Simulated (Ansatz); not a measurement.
Space group R32:H (No. 155). a = 5.048 Å, b = 5.048 Å, c = 13.315 Å, α = 90.00°, β = 90.00°, γ = 120.00°
```
atom site symmetry x y z
  Ti    6c        3.  0.3333  0.6667  0.8180
  Ti    9d        .2  0.6046  0.0000  0.0000
  Si    3b        32  0.6667  0.3333  0.8333
```

Equation of state of this Ti5Si structure (not necessarily the ground state), with shape and atoms relaxed at each volume where symmetry leaves them free. It has no gap at any of these volumes. Computed with DFT PBE, scalar-relativistic, plane waves, PAW (Ansatz).

Cutoff 420 eV; k points 12×12×12 on the computed 6-atom cell (Γ-centred); Gaussian smearing, width 0.10 eV; no spin polarisation.

```
V (Å³/atom) E − E(largest V) (meV/atom) P (GPa)
     15.348                         3.87     8.40
     15.838                       -14.69     3.89
     16.328                       -20.43    -0.02
     16.818                       -15.03    -3.40
     17.307                         0.00    -6.32
```

Task: Fit a third-order Birch–Murnaghan equation to E(V).

Result: V0 = 16.32 Å³/atom, B0 = 121 GPa, B0' = 3.8.